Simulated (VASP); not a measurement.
# NaCl (Pm-3m) in VASP: settings compared

The runs below take NaCl through single point, relaxation of cell and atoms, with PBE, LDA.

Everything below comes from runs of VASP 6.6.1. Logs are shortened: lines on timing, memory, paths and dates and some standing lists are left out, and cuts for length are marked.

### Step 1. The structure

It takes space group Pm-3m (No. 221, cubic). Conventional cell: a = 3.506 Å, b = 3.506 Å, c = 3.506 Å, α = 90.00°, β = 90.00°, γ = 90.00°. Na (site symmetry m-3m) has 8 Cl at 3.04 Å as nearest neighbours. Around Cl (site symmetry m-3m) lie 8 Na at 3.04 Å.

The cell was built by a generator and needn't be a form met in nature.

### Step 2. Single point, PBE

File INCAR:

```
SYSTEM = NaCl
PREC     = Accurate       ! precision mode
ENCUT    = 520            ! plane-wave cutoff, eV
EDIFF    = 1E-6           ! SCF threshold, eV
ISMEAR   = -1             ! smearing method
SIGMA    = 0.02           ! smearing width, eV
LREAL    = .False.        ! projectors in reciprocal space
LASPH    = .True.         ! aspherical terms in the spheres
NELM     = 100            ! most SCF steps
ALGO     = Normal         ! electronic algorithm
ISIF     = 2              ! what is computed and relaxed
LWAVE    = .False.        ! write WAVECAR
LCHARG   = .False.        ! write CHGCAR
GGA      = PE             ! functional
NBANDS   = 14             ! bands
```

File KPOINTS:

```
regular mesh
0
Gamma
  8 8 8
  0 0 0
```

File POSCAR:

```
NaCl
1.0
    3.5064772242      0.0000000000      0.0000000000
    0.0000000000      3.5064772242      0.0000000000
    0.0000000000      0.0000000000      3.5064772242
Na Cl
1 1
Direct
    0.0000000000      0.0000000000      0.0000000000
    0.5000000000      0.5000000000      0.5000000000
```

Potentials or basis: VASP PAW PBE potentials, release 64 (Na_pv, Cl).

Started as:

```console
cat potpaw_PBE.64/Na_pv/POTCAR potpaw_PBE.64/Cl/POTCAR > POTCAR
mpirun -np 1 vasp_std > vasp.out
```

OUTCAR:

```text
SYSTEM = NaCl
   PREC = Accurate
   ENCUT = 520
   EDIFF = 1E-6
   ISMEAR = -1
   LREAL = .False.
   LASPH = .True.
   NELM = 100
   ISIF = 2
   GGA = PE

 ion  position               nearest neighbor table
   1  0.000  0.000  0.000-
   2  0.500  0.500  0.500-

  LATTYP: Found a simple cubic cell.
 ALAT       =     3.5064772242

  Lattice vectors:

 A1 = (   3.5064772242,   0.0000000000,   0.0000000000)
 A2 = (   0.0000000000,   3.5064772242,   0.0000000000)
 A3 = (   0.0000000000,   0.0000000000,   3.5064772242)

Analysis of symmetry for initial positions (statically):
=====================================================================
 Subroutine PRICEL returns:
 Original cell was already a primitive cell.

 Routine SETGRP: Setting up the symmetry group for a
 simple cubic supercell.

 Subroutine GETGRP returns: Found 48 space group operations
 (whereof 48 operations were pure point group operations)
 out of a pool of 48 trial point group operations.

The static configuration has the point symmetry O_h .

Analysis of symmetry for dynamics (positions and initial velocities):
=====================================================================
 Subroutine PRICEL returns:
 Original cell was already a primitive cell.

 Routine SETGRP: Setting up the symmetry group for a
 simple cubic supercell.

 Subroutine GETGRP returns: Found 48 space group operations
 (whereof 48 operations were pure point group operations)
 out of a pool of 48 trial point group operations.

The dynamic configuration has the point symmetry O_h .

 Subroutine INISYM returns: Found 48 space group operations
 (whereof 48 operations are pure point group operations),
 and found     1 'primitive' translations

----------------------------------------------------------------------------------------

                                     Primitive cell

  volume of cell :      43.1135

  direct lattice vectors                    reciprocal lattice vectors
     3.506477224  0.000000000  0.000000000     0.285186509  0.000000000  0.000000000
     0.000000000  3.506477224  0.000000000     0.000000000  0.285186509  0.000000000
     0.000000000  0.000000000  3.506477224     0.000000000  0.000000000  0.285186509

  length of vectors
     3.506477224  3.506477224  3.506477224     0.285186509  0.285186509  0.285186509

  position of ions in fractional coordinates (direct lattice)
     0.000000000  0.000000000  0.000000000
     0.500000000  0.500000000  0.500000000

  ion indices of the primitive-cell ions
   primitive index   ion index
                 1           1
                 2           2

----------------------------------------------------------------------------------------

 KPOINTS: regular mesh

Automatic generation of k-mesh.
 Grid dimensions read from file:
 generate k-points for:    8    8    8

 Generating k-lattice:

  Cartesian coordinates                     Fractional coordinates (reciprocal lattice)
     0.035648314  0.000000000  0.000000000     0.125000000  0.000000000  0.000000000
     0.000000000  0.035648314  0.000000000     0.000000000  0.125000000  0.000000000
     0.000000000  0.000000000  0.035648314     0.000000000  0.000000000  0.125000000

  Length of vectors
     0.035648314  0.035648314  0.035648314

  Shift w.r.t. Gamma in fractional coordinates (k-lattice)
     0.000000000  0.000000000  0.000000000

 Subroutine IBZKPT returns following result:
 ===========================================

 Found     35 irreducible k-points:

 Following reciprocal coordinates:
            Coordinates               Weight
  0.000000  0.000000  0.000000      1.000000
  0.125000  0.000000  0.000000      6.000000
  0.250000  0.000000  0.000000      6.000000
  0.375000  0.000000  0.000000      6.000000
  0.500000  0.000000  0.000000      3.000000
  0.125000  0.125000  0.000000     12.000000
[... 16 lines left out ...]
  0.375000  0.375000  0.125000     24.000000
  0.500000  0.375000  0.125000     24.000000
 [... further k-points ...]
   k-points           NKPTS =     35   k-points in BZ     NKDIM =     35   number of bands    NBANDS=     14
   number of dos      NEDOS =    301   number of ions     NIONS =      2
   total plane-waves  NPLWV =  21952
   dimension x,y,z NGX =    28 NGY =   28 NGZ =   28
   dimension x,y,z NGXF=    56 NGYF=   56 NGZF=   56
   ions per type =               1   1
   NGX,Y,Z   is equivalent  to a cutoff of  13.28, 13.28, 13.28 a.u.
   NGXF,Y,Z  is equivalent  to a cutoff of  26.55, 26.55, 26.55 a.u.
 SYSTEM =  NaCl
   PREC   = accura    normal or accurate (medium, high low for compatibility)
   ISTART =      0    job   : 0-new  1-cont  2-samecut
   ICHARG =      2    charge: 1-file 2-atom 10-const
   ISPIN  =      1    spin polarized calculation?
   LNONCOLLINEAR =      F non collinear calculations
   LSORBIT =      F    spin-orbit coupling
   LASPH  =      T    aspherical Exc in radial PAW
   ENCUT  =  520.0 eV  38.22 Ry    6.18 a.u.   6.52  6.52  6.52*2*pi/ulx,y,z
   NELM   =    100;   NELMIN=  2; NELMDL= -5     # of ELM steps
   EDIFF  = 0.1E-05   stopping-criterion for ELM
   LREAL  =      F    real-space projection
   EDIFFG = 0.1E-04   stopping-criterion for IOM
   NSW    =      0    number of steps for IOM
   IBRION =     -1    ionic relax: 0-MD 1-quasi-New 2-CG
   NFREE  =      0    steps in history (QN), initial steepest desc. (CG)
   ISIF   =      2    stress and relaxation
   ISYM   =      2    0-nonsym 1-usesym 2-fastsym
   POTIM  = 0.5000    time-step for ionic-motion
   TEBEG  =    0.0;   TEEND  =   0.0 temperature during run
   PSTRESS=    0.0 pullay stress
   NELECT =      14.0000    total number of electrons
   NUPDOWN=      -1.0000    fix difference up-down
   EMIN   =  10.00;   EMAX   =-10.00  energy-range for DOS
   EFERMI =   0.00;   METHOD = LEGACY
   ISMEAR =    -1;   SIGMA  =   0.02  broadening in eV -4-tet -1-fermi 0-gaus
   EFERMI_NEDOS =   21; number of points for ismear=-14 and -15
   IALGO  =     38    algorithm
   IMIX   =      4    mixing-type and parameters
     AMIX     =   0.40;   BMIX     =  1.00
     AMIX_MAG =   1.60;   BMIX_MAG =  1.00
  volume/ion in A,a.u.               =      21.56       145.47
  Fermi-wavevector in a.u.,A,eV,Ry     =   1.125243  2.126402 17.227327  1.266173
  Thomas-Fermi vector in A             =   2.261919
   LORBIT       =      0    0 simple, 1 ext, 2 COOP (PROOUT), +10 PAW based schemes
   GGA     = PE    functional components
   LHFCALC =     F    Hartree Fock is set to
   AEXX    =    0.0000 exact exchange contribution
   IVDW    =     0    specifies the selected vdW correction
   LEPSILON=     F    determine dielectric tensor
   LRPA    =     F    only Hartree local field effects (RPA)
 non-spin polarized calculation
  energy-cutoff  :      520.00
  volume of cell :       43.11
 maximum number of plane-waves:      1189
 NGX is ok and might be reduce to    28
   NGX = 13   NGY = 13   NGZ = 13

 number of electron      13.9999981 magnetization

 Free energy of the ion-electron system (eV)
  ---------------------------------------------------
  ext. energy  EPLUGINS =         0.00000000
  ---------------------------------------------------
  free energy    TOTEN  =        -6.46877329 eV

  energy without entropy =       -6.46877329  energy(sigma->0) =       -6.46877329

 E-fermi :   0.8065     XC(G=0):  -8.4168

 val. band max:        0.3989771585   @ k =   0.5000   0.5000   0.0000
 cond. band min:       4.3655933637   @ k =   0.0000   0.0000   0.0000
 fundamental gap:      3.9666162052
 Fermi energy:         0.8064640665

 k-point     1 :       0.0000    0.0000    0.0000
  band No.  band energies     occupation
      1     -21.6783      2.00000
      2     -21.6783      2.00000
      3     -21.6783      2.00000
      4     -12.9648      2.00000
      5      -0.0886      2.00000
      6      -0.0886      2.00000
      7      -0.0886      2.00000
      8       4.3656      0.00000
      9       8.9823      0.00000
     10       8.9823      0.00000
     11      16.0529      0.00000
     12      16.0531      0.00000
     13      16.0662      0.00000
     14      16.2992      0.00000

 k-point     2 :       0.1250    0.0000    0.0000
  band No.  band energies     occupation
      1     -21.6841      2.00000
      2     -21.6777      2.00000
      3     -21.6777      2.00000
      4     -12.9163      2.00000
      5      -0.5762      2.00000
      6      -0.0560      2.00000
      7      -0.0560      2.00000
      8       4.8118      0.00000
      9       9.1530      0.00000
     10       9.3081      0.00000
     11      14.7179      0.00000
     12      14.7179      0.00000
     13      15.6304      0.00000
     14      16.4171      0.00000

 k-point     3 :       0.2500    0.0000    0.0000
  band No.  band energies     occupation
      1     -21.6983      2.00000
      2     -21.6765      2.00000
      3     -21.6765      2.00000
      4     -12.7949      2.00000
      5      -1.5023      2.00000
      6       0.0249      2.00000
      7       0.0249      2.00000
      8       5.7184      0.00000
      9       9.6509      0.00000
     10       9.7697      0.00000
     11      13.4184      0.00000
     12      13.4184      0.00000
     13      15.4705      0.00000
     14      16.0584      0.00000
[... 324 lines left out ...]
 k-point    23 :       0.3750    0.3750    0.1250
  band No.  band energies     occupation
      1     -21.7055      2.00000
      2     -21.7043      2.00000
      3     -21.6774      2.00000
      4     -12.3943      2.00000
      5      -1.7197      2.00000
      6      -1.5888      2.00000
      7      -0.0145      2.00000
      8       6.7791      0.00000
      9       9.3804      0.00000
     10      10.4038      0.00000
     11      11.6129      0.00000
     12      13.6675      0.00000
     13      13.8991      0.00000
     14      17.2040      0.00000

 k-point    24 :       0.5000    0.3750    0.1250
  band No.  band energies     occupation
      1     -21.7101      2.00000
      2     -21.7038      2.00000
      3     -21.6768      2.00000
      4     -12.3514      2.00000
      5      -1.9001      2.00000
      6      -1.5534      2.00000
      7       0.0311      2.00000
      8       6.4769      0.00000
      9       9.7958      0.00000
     10      10.1459      0.00000
     11      11.4852      0.00000
     12      13.9217      0.00000
     13      13.9350      0.00000
     14      16.7530      0.00000

 [... further k-points ...]
[... 5 lines left out ...]
  --------------------------------------------------------------------------------------
  -------------------------------------------------------------------------------------
  Total       -0.0104297     -0.0104297     -0.0104297     -0.0000000     -0.0000000      0.0000000
  in kB       -0.3875862     -0.3875862     -0.3875862     -0.0000000     -0.0000000      0.0000000
  external PRESSURE =      -0.3875862 kB  Pullay stress =       0.0000000 kB

 VOLUME and BASIS-vectors are now :
 -----------------------------------------------------------------------------
  energy-cutoff  :      520.00
  volume of cell :       43.11
      direct lattice vectors                 reciprocal lattice vectors
     3.506477224  0.000000000  0.000000000     0.285186509  0.000000000  0.000000000
     0.000000000  3.506477224  0.000000000     0.000000000  0.285186509  0.000000000
     0.000000000  0.000000000  3.506477224     0.000000000  0.000000000  0.285186509

 POSITION                                       TOTAL-FORCE (eV/Angst)
 -----------------------------------------------------------------------------------
      0.00000      0.00000      0.00000         0.000000      0.000000      0.000000
      1.75324      1.75324      1.75324         0.000000      0.000000      0.000000
 -----------------------------------------------------------------------------------
    total drift:                               -0.000000      0.000000      0.000000

  FREE ENERGIE OF THE ION-ELECTRON SYSTEM (eV)
  ---------------------------------------------------
  free  energy   TOTEN  =        -6.4687732894 eV

  energy  without entropy=       -6.4687732894  energy(sigma->0) =       -6.46877329
```

Wall time 9.1 s (1 thread of AMD EPYC 9R45 (Zen 5), shared host); peak memory 0.12 GiB.

What came out:

```yaml
Free_energy: -6.4688 eV
Pressure: 0.0 GPa
Band_gap_on_the_k_mesh: 3.97 eV, indirect (least direct gap 4.45 eV)
```

### Step 3. Relaxation of cell and atoms, PBE

This run uses another cell than the first one, of 16.93 Å³/atom, 0.785 times its volume.

File INCAR:

```
SYSTEM = NaCl
PREC = Accurate ; ENCUT = 600
EDIFF = 1E-7 ; ISMEAR = -1
SIGMA = 0.02 ; LREAL = .False.
LASPH = .True. ; NELM = 60
ALGO = Fast ; ISIF = 3
LWAVE = .False. ; LCHARG = .False.
GGA = PE ; IBRION = 2
NSW = 80 ; EDIFFG = -0.005
```

KPOINTS is that of step 2.

File POSCAR:

```
NaCl
1.0
    3.2350194206      0.0000000000      0.0000000000
    0.0000000000      3.2350194206      0.0000000000
    0.0000000000      0.0000000000      3.2350194206
Na Cl
1 1
Direct
    0.0000000000      0.0000000000      0.0000000000
    0.5000000000      0.5000000000      0.5000000000
```

Potentials or basis: VASP PAW PBE potentials, release 64 (Na_pv, Cl).

Started as:

```console
cat potpaw_PBE.64/Na_pv/POTCAR potpaw_PBE.64/Cl/POTCAR > POTCAR
mpirun -np 1 vasp_std > vasp.out
```

Wall time 42 s (1 thread of AMD EPYC 9R45 (Zen 5), shared host); peak memory 0.13 GiB.

The run converged. Its results:

```
Free energy                            : -6.4672 eV
Relaxed volume                         : 21.54 Å³/atom
Relaxed cell                           : a = 3.506 Å, b = 3.506 Å, c = 3.506 Å, α = 90.00°, β = 90.00°, γ = 90.00°
Space group after relaxing (to 0.05 Å) : Pm-3m (No. 221)
Energy gained by relaxing              : 125.5 meV/atom
Ionic steps                            : 6
Pressure after relaxing                : 0.0 GPa
Band gap on the k mesh                 : 3.97 eV, indirect (least direct gap 4.46 eV)
```

Step by step:
| step | energy change (eV) | largest force (eV/Å) | pressure (GPa) | volume (Å³) |
| --- | --- | --- | --- | --- |
| 1 | 0.0000 | 0.0000 | 10.96 | 33.86 |
| 2 | -0.2288 | 0.0000 | 2.42 | 39.85 |
| 3 | -0.2494 | 0.0000 | 0.61 | 42.11 |
| 4 | -0.2511 | 0.0000 | 0.05 | 42.96 |
| 5 | -0.2511 | 0.0000 | -0.07 | 43.15 |
| 6 | -0.2511 | 0.0000 | -0.04 | 43.08 |

Final structure:
```
Na Cl
1.0
     3.50570    0.00000    0.00000
     0.00000    3.50570    0.00000
     0.00000    0.00000    3.50570
Na Cl
1 1
Cartesian
  0.0000 3.5057 3.5057
  1.7528 1.7528 1.7528
```

Levels at points of the mesh, in eV from the valence-band top:
```csv
k point,band 4,band 5,band 6,band 7,band 8,band 9,band 10,band 11
"(0.00, 0.00, 0.00)",-13.37,-0.49,-0.49,-0.49,3.97,8.58,8.58,15.66
"(0.50, 0.00, 0.00)",-13.01,-2.93,-0.25,-0.25,6.91,8.54,10.51,11.84
"(0.50, 0.50, 0.00)",-12.75,-2.25,-2.25,0.00,5.54,9.88,11.01,11.01
"(0.50, 0.50, 0.50)",-12.48,-1.84,-1.84,-1.84,7.12,7.12,7.12,11.63
```

Caveat: the volume moved by over 15 % at a fixed basis, so the end points are rough.

### Step 4. Single point, LDA

This run uses another cell than the first one, of 19.14 Å³/atom, 0.888 times its volume.

File INCAR:

```
  PREC = Accurate
  ENCUT = 520
  EDIFF = 1E-6
  ISMEAR = -1
  SIGMA = 0.02
  LREAL = F
  LASPH = T
  NELM = 60
  ALGO = Fast
  ISIF = 2
  LWAVE = F
  LCHARG = F
  NBANDS = 14
```

File KPOINTS:

```
Automatic mesh
0
Gamma
  6 6 6
```

File POSCAR:

```
NaCl
1.0
    3.3702353852      0.0000000000      0.0000000000
    0.0000000000      3.3702353852      0.0000000000
    0.0000000000      0.0000000000      3.3702353852
Na Cl
1 1
Direct
    0.0000000000      0.0000000000      0.0000000000
    0.5000000000      0.5000000000      0.5000000000
```

Potentials or basis: VASP PAW LDA potentials, release 64 (Na_pv, Cl).

Started as:

```console
cat potpaw_LDA.64/Na_pv/POTCAR potpaw_LDA.64/Cl/POTCAR > POTCAR
mpirun -np 1 vasp_std > vasp.out
```

It took 7.1 s on 1 thread of AMD EPYC 9R45 (Zen 5), shared host; peak memory 0.1 GiB.

It converged, with:

* Free energy: -7.1220 eV
* Pressure: -0.1 GPa
* Band gap on the k mesh: 4.01 eV, indirect (least direct gap 4.62 eV)

Levels at points of the mesh, in eV from the valence-band top:
```csv
k point,band 3,band 4,band 5,band 6,band 7,band 8,band 9,band 10,band 11,band 12
"(0.00, 0.00, 0.00)",-21.94,-13.76,-0.61,-0.61,-0.61,4.01,8.12,8.12,16.23,16.23
"(0.50, 0.00, 0.00)",-21.93,-13.25,-3.61,-0.33,-0.33,6.92,9.04,10.24,11.87,11.87
"(0.50, 0.50, 0.00)",-21.92,-12.90,-2.77,-2.77,0.00,5.14,9.83,11.40,11.40,12.56
"(0.50, 0.50, 0.50)",-21.98,-12.52,-2.29,-2.29,-2.29,6.75,6.75,6.75,12.18,16.63
```

A k mesh can miss the band edges.

### Step 5. Overview

```csv
task,level,potentials or basis,cell,k mesh,cutoff (eV),gap on the mesh (eV),pressure (GPa)
single point,PBE,"VASP PAW PBE potentials, release 64 (Na_pv, Cl)","Pm-3m, 21.56 Å³/atom",8 × 8 × 8,520,3.97,0.0
relaxation of cell and atoms,PBE,"VASP PAW PBE potentials, release 64 (Na_pv, Cl)",relaxed,8 × 8 × 8,600,3.97,0.0
single point,LDA,"VASP PAW LDA potentials, release 64 (Na_pv, Cl)","Pm-3m, 19.14 Å³/atom",6 × 6 × 6,520,4.01,-0.1
```

Alike in all rows: no spin polarisation; smearing fermi-dirac 0.02 eV.

Caveats: the volume moved by over 15 % at a fixed basis, so the end points are rough (some runs).

Absolute energies hang on the potentials; compare differences alone.
